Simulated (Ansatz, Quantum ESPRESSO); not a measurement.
Given: the input of a run of Quantum ESPRESSO 7.5 on NbAs. 

The input pw.in:

```
&CONTROL
  calculation = 'scf'
  prefix = 'pwscf'
  outdir = './tmp'
  pseudo_dir = './pseudo'
  tprnfor = .true.
  tstress = .true.
  disk_io = 'nowf'
/
&SYSTEM
  ibrav = 0
  nat = 4
  ntyp = 2
  ecutwfc = 55
  ecutrho = 440
  nbnd = 26
  occupations = 'smearing'
  smearing = 'fd'
  degauss = 0.00367493
/
&ELECTRONS
  conv_thr = 8d-10
  electron_maxstep = 120
  mixing_beta = 0.5
/
ATOMIC_SPECIES
Nb    92.9064 Nb.pbe-spn-kjpaw_psl.0.3.0.UPF
As    74.9216 As.pbe-n-rrkjus_psl.0.2.UPF
CELL_PARAMETERS angstrom
  -1.7258500000    1.7258500000    5.8400000000
   1.7258500000   -1.7258500000    5.8400000000
   1.7258500000    1.7258500000   -5.8400000000
ATOMIC_POSITIONS crystal
Nb     0.5000000000    0.0000000000    0.5000000000
Nb     0.7500000000    0.7500000000    0.0000000000
As     0.9160000000    0.4160000000    0.5000000000
As     0.1660000000    0.1660000000    0.0000000000
K_POINTS automatic
11 11 11 0 0 0
```

Potentials or basis: SSSP 1.3 efficiency PBE.

Launch:

```bash
$ OMP_NUM_THREADS=1 mpirun -n 2 pw.x -nk 2 -in pw.in > pw.out
```

Task: Translate it to Ansatz 0.2.0. Potentials or basis there: all-electron LAPW, scalar-relativistic.

Result: As run (cutoffs and basis follow the program's own potentials, and thresholds, step limits or extra output files can differ):

File input.yaml:

```yaml
crystal:
  lattice:
    - [-1.72585, 1.72585, 5.84]
    - [1.72585, -1.72585, 5.84]
    - [1.72585, 1.72585, -5.84]
  atoms:
    - { symbol: Nb, position: [0.5, 0.0, 0.5] }
    - { symbol: Nb, position: [0.75, 0.75, 0.0] }
    - { symbol: As, position: [0.916, 0.416, 0.5] }
    - { symbol: As, position: [0.166, 0.166, 0.0] }
kpoints:
  mp_grid: { grid: [11, 11, 11] }
scf:
  occupations: { method: fermi_dirac, width: 0.05 }
hamiltonian:
  xc: pbe
  pseudopotentials: { kind: all_electron, lapw: { basis_error: 0.001 } }
output:
  forces: true
  stress: true
  eigenvalues: true
  populations: true
```

Potentials or basis: all-electron LAPW, scalar-relativistic.

Command:

```console
$ ansatz run input.yaml --threads 2 --pin off --max-ram 6144MiB --backend cpu --events-out ev --progress --plain --runs-dir out
```

Both were run:

|  | Quantum ESPRESSO | Ansatz |
| --- | --- | --- |
| Pressure | 3.7 GPa | 3.3 GPa |
| Largest force | 0.295 eV/Å | 0.298 eV/Å |

Where Ansatz's input types no cutoff or centring, it takes its own default and a Γ-centred mesh.

Pressure is positive in compression.
